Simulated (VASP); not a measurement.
# MgS (F-43m) in VASP: notebook, part 3 of 3

VASP 6.6.1. The steps go on from the part before.

### 5 G0W0 quasiparticle levels, PBE

The input, POSCAR:

```
MgS
1.0
    0.0000000000      2.8331200468      2.8331200468
    2.8331200468      0.0000000000      2.8331200468
    2.8331200468      2.8331200468      0.0000000000
S Mg
1 1
Direct
    0.2500000000      0.2500000000      0.2500000000
    0.0000000000      0.0000000000      0.0000000000
```

The input, INCAR.step1:

```
PREC = Accurate
ENCUT = 450
EDIFF = 1E-8
ISMEAR = 0
SIGMA = 0.01
LREAL = F
LASPH = T
NELM = 80
ALGO = Fast
LWAVE = T
LCHARG = F
GGA = PE
```

The input, INCAR.step2:

```
PREC = Accurate
ENCUT = 450
EDIFF = 1E-8
ISMEAR = 0
SIGMA = 0.01
LREAL = F
LASPH = T
NELM = 1
ALGO = Exact
LWAVE = T
LCHARG = F
GGA = PE
NBANDS = 35
LOPTICS = T
ISTART = 1
```

The input, INCAR.step3:

```
PREC = Accurate
ENCUT = 450
EDIFF = 1E-8
ISMEAR = 0
SIGMA = 0.01
LREAL = F
LASPH = T
ALGO = EVGW0
LWAVE = F
LCHARG = F
GGA = PE
NELMGW = 1
NBANDS = 35
ENCUTGW = 160
NOMEGA = 50
PRECFOCK = Fast
ISTART = 1
NBANDSGW = 12
```

The input, KPOINTS:

```
regular mesh
0
Gamma
  4 4 4
```

Potentials or basis: VASP PAW PBE potentials, release 64 (S_GW, Mg_GW).

Run with:

```console
cat potpaw_PBE.64/S_GW/POTCAR potpaw_PBE.64/Mg_GW/POTCAR > POTCAR
cp INCAR.step1 INCAR
mpirun -np 1 vasp_std > vasp.out
cp INCAR.step2 INCAR
mpirun -np 1 vasp_std > vasp.out
cp INCAR.step3 INCAR
mpirun -np 1 vasp_std > vasp.out
```

OUTCAR:

```text
PREC = Accurate
   ENCUT = 450
   EDIFF = 1E-8
   ISMEAR = 0
   LREAL = F
   LASPH = T
   GGA = PE
   NELMGW = 1
   ENCUTGW = 160
   PRECFOCK = Fast
   ISTART = 1

 ion  position               nearest neighbor table
   1  0.250  0.250  0.250-   2 2.45   2 2.45   2 2.45   2 2.45
[... 183 lines left out ...]
      2       1.0713       0.3146     -13.9050     -12.9177     -16.1812       0.7665       2.0000       0.0814
      3       1.0713       0.3146     -13.9050     -12.9177     -16.1812       0.7665       2.0000       0.0814
      4       1.0713       0.3146     -13.9050     -12.9177     -16.1812       0.7665       2.0000       0.0814
      5       4.5116       5.2039      -7.4319      -8.2952      -4.3148       0.8020       0.0000      -0.0666
      6       8.9800      10.1336      -7.3265      -8.7927      -3.8156       0.7868       0.0000      -0.0872
      7       8.9800      10.1336      -7.3265      -8.7927      -3.8156       0.7868       0.0000      -0.0872
      8       8.9800      10.1336      -7.3265      -8.7927      -3.8156       0.7868       0.0000      -0.0872
      9      11.8274      13.1545      -7.7713      -9.4893      -3.9290       0.7726       0.0000      -0.1419
     10      11.8274      13.1545      -7.7713      -9.4893      -3.9290       0.7726       0.0000      -0.1419
     11      14.7665      15.3045      -5.9665      -6.6744      -1.4208       0.7600       0.0000      -0.3487
     12      14.9806      15.4372      -6.2474      -6.8476      -1.5555       0.7608       0.0000      -0.5291
[... 100 lines left out ...]
      1      -9.2850      -9.6641     -14.2599     -13.6999     -21.3911       0.6768       2.0000       1.1270
      2      -1.2228      -2.2060     -12.4308     -11.1010     -15.1552       0.7394       2.0000       0.1171
      3      -0.7535      -1.7658     -12.6112     -11.2594     -15.2028       0.7488       2.0000       0.1066
      4      -0.2489      -1.1877     -12.6828     -11.4360     -15.0948       0.7529       2.0000       0.0946
      5       6.5948       7.3102      -7.2954      -8.1969      -4.1149       0.7935       0.0000      -0.0739
      6       8.9481      10.2796      -8.3822     -10.0977      -4.7981       0.7762       0.0000      -0.0939
      7       9.2455      10.2006      -7.5554      -8.7712      -4.0959       0.7855       0.0000      -0.0892
      8       9.5807      10.4804      -6.9287      -8.0868      -3.0865       0.7768       0.0000      -0.1135
      9      13.6500      14.5634      -7.6532      -8.9014      -2.8350       0.7318       0.0000      -0.3393
     10      14.7372      16.3817      -9.0327     -11.2260      -4.5572       0.7498       0.0000      -0.3285
     11      14.8143      15.6176      -7.6095      -8.6862      -2.8777       0.7460       0.0000      -0.4207
     12      16.0144      17.4353      -8.4850     -10.3442      -3.7886       0.7642       0.0000      -0.5075
```

OUTCAR.step1:

```text
PREC = Accurate
   ENCUT = 450
   EDIFF = 1E-8
   ISMEAR = 0
   LREAL = F
   LASPH = T
[... 290 lines left out ...]
 -----------------------------------------------------------------------------------
      1.41656      1.41656      1.41656        -0.000000      0.000000     -0.000000
      0.00000      0.00000      0.00000         0.000000     -0.000000      0.000000
 -----------------------------------------------------------------------------------
    total drift:                                0.000000      0.000000      0.000000

  FREE ENERGIE OF THE ION-ELECTRON SYSTEM (eV)
  ---------------------------------------------------
  free  energy   TOTEN  =        -8.4608651317 eV

  energy  without entropy=       -8.4608651317  energy(sigma->0) =       -8.46086513
```

Run time: 27 s. Hardware: 1 thread of Intel Xeon 6975P-C (Granite Rapids), shared host; peak memory 0.33 GiB.

Results:

| Quantity | Value |
| --- | --- |
| Band gap on the k mesh, mean-field level | 3.44 eV, direct |
| Quasiparticle gap | 4.89 eV |
| Least direct quasiparticle gap | 4.89 eV |

Levels at points of the mesh, in eV from the valence-band top:
```
           k point  band 1  band 2  band 3  band 4  band 5  band 6  band 7  band 8
(0.00, 0.00, 0.00)  -11.26    0.00    0.00    0.00    3.44    7.91    7.91    7.91
(0.50, 0.00, 0.00)  -10.58   -3.12   -0.33   -0.33    5.09    7.61    7.61    8.59
(0.50, 0.50, 0.00)  -10.36   -2.81   -1.03   -1.03    3.88    5.63   11.13   12.26
```

Caveat: the k mesh is coarse (spacing up to 0.48 Å⁻¹), so the values aren't converged; bands, screening cutoff and mesh are small and nothing is extrapolated, so the quasiparticle values aren't converged.

### 6 G0W0 quasiparticle levels, LDA

POSCAR is that of step 5.

Edit INCAR.step1 of step 5 so:

```diff
@@ -11,2 +11 @@
 LCHARG = F
-GGA = PE
```

Edit INCAR.step2 of step 5 so:

```diff
@@ -11,4 +11,3 @@
 LCHARG = F
-GGA = PE
-NBANDS = 35
+NBANDS = 123
 LOPTICS = T
```

Edit INCAR.step3 of step 5 so:

```diff
@@ -10,6 +10,5 @@
 LCHARG = F
-GGA = PE
 NELMGW = 1
-NBANDS = 35
-ENCUTGW = 160
+NBANDS = 123
+ENCUTGW = 110
 NOMEGA = 50
```

KPOINTS is that of step 5.

Potentials or basis: VASP PAW LDA potentials, release 64 (S_GW, Mg_GW).

Run with:

```console
cat potpaw_LDA.64/S_GW/POTCAR potpaw_LDA.64/Mg_GW/POTCAR > POTCAR
cp INCAR.step1 INCAR
mpirun -np 1 vasp_std > vasp.out
cp INCAR.step2 INCAR
mpirun -np 1 vasp_std > vasp.out
cp INCAR.step3 INCAR
mpirun -np 1 vasp_std > vasp.out
```

OUTCAR:

```text
PREC = Accurate
   ENCUT = 450
   EDIFF = 1E-8
   ISMEAR = 0
   LREAL = F
   LASPH = T
   NELMGW = 1
   ENCUTGW = 110
   PRECFOCK = Fast
   ISTART = 1

 ion  position               nearest neighbor table
   1  0.250  0.250  0.250-   2 2.45   2 2.45   2 2.45   2 2.45
   2  0.000  0.000  0.000-   1 2.45   1 2.45   1 2.45   1 2.45

  LATTYP: Found a face centered cubic cell.
 ALAT       =     5.6662400936

  Lattice vectors:

 A1 = (   0.0000000000,   2.8331200468,   2.8331200468)
 A2 = (   2.8331200468,   0.0000000000,   2.8331200468)
 A3 = (   2.8331200468,   2.8331200468,   0.0000000000)

Analysis of symmetry for initial positions (statically):
=====================================================================
 Subroutine PRICEL returns:
 Original cell was already a primitive cell.

[... 148 lines left out ...]
   NELMHF              =     1    number of iterations in the inner HF iteration
   NKREDLFX            =     1    NKREDLFY  =   1   NKREDLFZ  =   1
 non-spin polarized calculation
 Gauss-broadening in eV      SIGMA  =   0.01
  energy-cutoff  :      450.00
  volume of cell :       45.48
 maximum number of plane-waves:       992
  NGX = 16; NGY = 16; NGZ = 16
   NGX = 13   NGY = 13   NGZ = 13
 maximum number of plane-waves:       125
 NGX is ok and might be reduce to    14

 QP shifts <psi_nk| G(iteration)W_0 |psi_nk>: iteration 1
 for sc-GW calculations column KS-energies equals QP-energies in previous step
 and V_xc(KS)=  KS-energies - (<T + V_ion + V_H > + <T+V_H+V_ion>^1  + <V_x>^1)

 k-point   1 :       0.0000    0.0000    0.0000
  band No.  KS-energies  QP-energies   sigma(KS)   V_xc(KS)     V^pw_x(r,r')   Z            occupation Imag(sigma)

      1     -10.3437     -11.0801     -13.8810     -12.8441     -20.8166       0.7102       2.0000       1.3830
      2       0.8882      -0.0552     -14.2403     -12.9975     -16.0956       0.7590       2.0000       0.0775
      3       0.8882      -0.0552     -14.2403     -12.9975     -16.0956       0.7590       2.0000       0.0775
      4       0.8882      -0.0552     -14.2403     -12.9975     -16.0956       0.7590       2.0000       0.0775
      5       4.0641       4.8519      -7.8043      -8.7943      -4.4421       0.7957       0.0000      -0.0685
      6       8.6076       9.6588      -7.7722      -9.1235      -3.7934       0.7779       0.0000      -0.0901
      7       8.6076       9.6588      -7.7722      -9.1235      -3.7934       0.7779       0.0000      -0.0901
      8       8.6076       9.6588      -7.7722      -9.1235      -3.7934       0.7779       0.0000      -0.0901
      9      11.5411      12.5951      -8.3352      -9.7170      -3.8811       0.7628       0.0000      -0.1489
     10      11.5411      12.5951      -8.3352      -9.7170      -3.8811       0.7628       0.0000      -0.1489
     11      14.2108      14.8699      -6.3591      -7.2360      -1.4450       0.7517       0.0000      -0.3547
     12      14.5211      15.0141      -6.7016      -7.3581      -1.5799       0.7510       0.0000      -0.4849
[... 100 lines left out ...]
      1      -9.4090     -10.0043     -14.5638     -13.6861     -21.3289       0.6783       2.0000       1.0997
      2      -1.4711      -2.5064     -12.6412     -11.2323     -15.0554       0.7349       2.0000       0.1088
      3      -0.9942      -2.0816     -12.8296     -11.3681     -15.0889       0.7440       2.0000       0.0966
      4      -0.4816      -1.5073     -12.8943     -11.5238     -14.9552       0.7483       2.0000       0.0860
      5       6.2180       6.9289      -7.7328      -8.6369      -4.1950       0.7863       0.0000      -0.0763
      6       8.5822       9.7635      -8.9182     -10.4597      -4.8429       0.7663       0.0000      -0.0947
      7       8.8497       9.7245      -8.0208      -9.1454      -4.1101       0.7779       0.0000      -0.0913
      8       9.1715      10.0540      -7.3360      -8.4850      -3.0835       0.7681       0.0000      -0.1188
      9      13.1786      14.0801      -8.1565      -9.3993      -2.8650       0.7254       0.0000      -0.3481
     10      14.3798      15.1117      -8.1263      -9.1159      -2.8850       0.7396       0.0000      -0.4347
     11      14.4735      15.7005      -9.7608     -11.4106      -4.5030       0.7437       0.0000      -0.3470
     12      15.7106      16.8073      -9.1705     -10.6099      -3.7804       0.7619       0.0000      -0.5280
```

OUTCAR.step2:

```text
PREC = Accurate
   ENCUT = 450
   EDIFF = 1E-8
   ISMEAR = 0
   LREAL = F
[... 688 lines left out ...]
     0.00000     5.11357     5.11357     5.11357    -0.00000     0.00000     0.00000
     1.40111     5.38052     5.38052     5.38052    -0.00000     0.00000     0.00000
     2.80222     6.95592     6.95592     6.95592    -0.00000     0.00000     0.00000
     4.20334     8.66667     8.66667     8.66667    -0.00000     0.00000    -0.00000
     5.60445     8.80318     8.80318     8.80318    -0.00000     0.00000    -0.00000
     7.00556    -1.41828    -1.41828    -1.41828     0.00000    -0.00000    -0.00000
[... 92 lines left out ...]
   137.30900     0.98721     0.98721     0.98721     0.00000    -0.00000     0.00000
   138.71011     0.98748     0.98748     0.98748     0.00000    -0.00000     0.00000
```

It took 40 s on 1 thread of Intel Xeon 6975P-C (Granite Rapids), shared host; peak memory 0.35 GiB.

Results:

| Item | Value |
| --- | --- |
| Band gap on the k mesh, mean-field level | 3.18 eV, direct |
| Quasiparticle gap | 4.91 eV |
| Least direct quasiparticle gap | 4.91 eV |

Levels at points of the mesh, in eV from the valence-band top:
```csv
k point,band 1,band 2,band 3,band 4,band 5,band 6,band 7,band 8
"(0.00, 0.00, 0.00)",-11.23,0.00,0.00,0.00,3.18,7.72,7.72,7.72
"(0.50, 0.00, 0.00)",-10.53,-3.21,-0.33,-0.33,4.85,7.42,7.42,8.35
"(0.50, 0.50, 0.00)",-10.31,-2.88,-1.06,-1.06,3.65,5.40,10.85,11.97
```

Caveat: the k mesh is coarse (spacing up to 0.48 Å⁻¹), so the values aren't converged; bands, screening cutoff and mesh are small and nothing is extrapolated, so the quasiparticle values aren't converged. A k mesh can miss the band edges.
